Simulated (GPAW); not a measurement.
Runs of GPAW 26.7.0 on MgO. Symmetry: Fm-3m, No. 225, cubic system. Conventional cell: a = 4.194 Å, b = 4.194 Å, c = 4.194 Å, α = 90.00°, β = 90.00°, γ = 90.00°. Mg (site symmetry m-3m) is surrounded by 6 O at 2.10 Å. Around O (site symmetry m-3m) lie 6 Mg at 2.10 Å. The cell is a database's computed one.

```csv
task,level,potentials or basis,cell,k mesh,cutoff (eV),smearing,maxiter,optimizer,fmax,max steps,target pressure,mesh quality,gap on the mesh (eV),pressure (GPa),relaxed volume (Å³/atom)
relaxation of cell and atoms,PBEsol,"PAW data sets generated in the run's folder for this functional, pw",relaxed to 2 GPa,11 × 11 × 11,800,fermi-dirac 0.05 eV,150,BFGS,0.02 eV/Å,60,2 GPa,not flagged,4.72,2.0,-
relaxation of cell and atoms,PBEsol,"PAW data sets generated in the run's folder for this functional, pw",relaxed to 20 GPa,11 × 11 × 11,800,fermi-dirac 0.05 eV,150,BFGS,0.02 eV/Å,60,20 GPa,not flagged,(b),19.9,-
relaxation of cell and atoms,PBEsol+D3,"PAW data sets generated in the run's folder for this functional, pw",relaxed,11 × 11 × 11,800,fermi-dirac 0.05 eV,150,BFGS,0.02 eV/Å,60,-,not flagged,4.78,-0.2,-
relaxation of cell and atoms,PBEsol,"PAW data sets generated in the run's folder for this functional, pw",relaxed to 5 GPa,11 × 11 × 11,800,fermi-dirac 0.05 eV,150,BFGS,0.02 eV/Å,60,5 GPa,not flagged,4.89,5.0,-
relaxation of cell and atoms,PBEsol+D3(BJ),"PAW data sets generated in the run's folder for this functional, pw",relaxed,11 × 11 × 11,800,fermi-dirac 0.05 eV,150,BFGS,0.02 eV/Å,60,-,not flagged,4.86,0.0,9.15
relaxation of cell and atoms,PBEsol,"PAW data sets generated in the run's folder for this functional, pw",relaxed,11 × 11 × 11,800,fermi-dirac 0.05 eV,150,BFGS,0.02 eV/Å,60,-,not flagged,4.60,0.0,9.40
single point,PBE,"GPAW PAW data sets (gpaw-data 1.2.1), pw",as given,9 × 9 × 9,600,fermi-dirac 0.05 eV,120,-,-,-,-,not flagged,4.89,(a),-
single point,PBEsol,"PAW data sets generated in the run's folder for this functional, pw","atoms moved at random, drawn with an rms of 0.05 Å",11 × 11 × 11,800,fermi-dirac 0.05 eV,150,-,-,-,-,not flagged,4.78,3.9,-
relaxation of cell and atoms,PBEsol,"PAW data sets generated in the run's folder for this functional, pw",relaxed to 30 GPa,11 × 11 × 11,800,fermi-dirac 0.05 eV,150,BFGS,0.02 eV/Å,60,30 GPa,not flagged,6.06,29.8,-
```

Alike in all rows: no spin polarisation.

Question: Estimate the missing entries.

Answer: (a) 1.9; (b) 5.63.

Caveats: later steps reuse the first step's grids (some runs); the relaxation stopped at its first step, so nothing moved (some runs); the cutoff is short for stress and forces, so pressures can be off by a GPa or more (some runs).

